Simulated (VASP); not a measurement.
**GaP in VASP 6.6.1, single-point calculation**

INCAR

```
PREC = Accurate
NBANDS = 11
LREAL = .FALSE.
LCHARG = .FALSE.
GGA = AM
LWAVE = .FALSE.
ENCUT = 520
LASPH = .TRUE.
ISIF = 2
SIGMA = 0.02
IBRION = -1
NELM = 82
ISMEAR = -1
EDIFF = 1E-5
NSW = 0
```

KPOINTS

```
KPOINTS created by Atomic Simulation Environment
0
Gamma
8 8 8
0 0 0
```

POSCAR

```
Ga P
 1.0000000000000000
     0.0000000000000000    2.7662802841000000    2.6908860909999999
     2.7662802841000000    0.0000000000000000    2.6908860909999999
     2.7662802841000000    2.7662802841000000    0.0000000000000000
 Ga  P
   1   1
Cartesian
  0.0000000000000000  0.0000000000000000  0.0000000000000000
  1.3831401420500000  1.3831401420500000  1.3454430454999999
```

The recommended PBE PAW datasets give the neutral cell 18 valence electrons.

Command

```
mpirun -np 1 vasp_std
```

Predict the outcome of this run.

It converged. Results: gap between bands v and c on the k mesh 1.36 eV; least direct gap on the k mesh 1.59 eV; pressure -1.8 GPa. Band v is the last that the valence electrons fill when counted band by band, and c is the next.

OSZICAR

```
N       E                     dE             d eps       ncg     rms          rms(c)
DAV:   1     0.763587581071E+02    0.76359E+02   -0.96431E+03  1322   0.231E+03
DAV:   2    -0.314765716670E+01   -0.79506E+02   -0.77807E+02  1363   0.336E+02
DAV:   3    -0.951553166619E+01   -0.63679E+01   -0.62409E+01  1500   0.819E+01
DAV:   4    -0.969675407776E+01   -0.18122E+00   -0.18092E+00  1662   0.137E+01
DAV:   5    -0.970141859756E+01   -0.46645E-02   -0.46634E-02  1617   0.176E+00    0.422E+00
DAV:   6    -0.947483937715E+01    0.22658E+00   -0.49593E-01  2077   0.153E+01    0.272E+00
DAV:   7    -0.944366401616E+01    0.31175E-01   -0.11168E-01  1562   0.300E+00    0.969E-01
DAV:   8    -0.944344899708E+01    0.21502E-03   -0.15030E-02  1532   0.199E+00    0.155E-01
DAV:   9    -0.944406260338E+01   -0.61361E-03   -0.14823E-03  1588   0.666E-01    0.811E-02
DAV:  10    -0.944415692983E+01   -0.94326E-04   -0.12956E-04  1491   0.141E-01    0.373E-02
DAV:  11    -0.944425663491E+01   -0.99705E-04   -0.18144E-04  1400   0.132E-01    0.648E-03
DAV:  12    -0.944425630308E+01    0.33183E-06   -0.31056E-06  1096   0.278E-02
   1 F= -.94442563E+01 E0= -.94442563E+01  d E =-.198961E-10
```

For comparison, a separate PBE run of the intended cell, on usual settings and not on those above, gives a gap of 1.41 eV on its mesh and a pressure of 1.0 GPa.
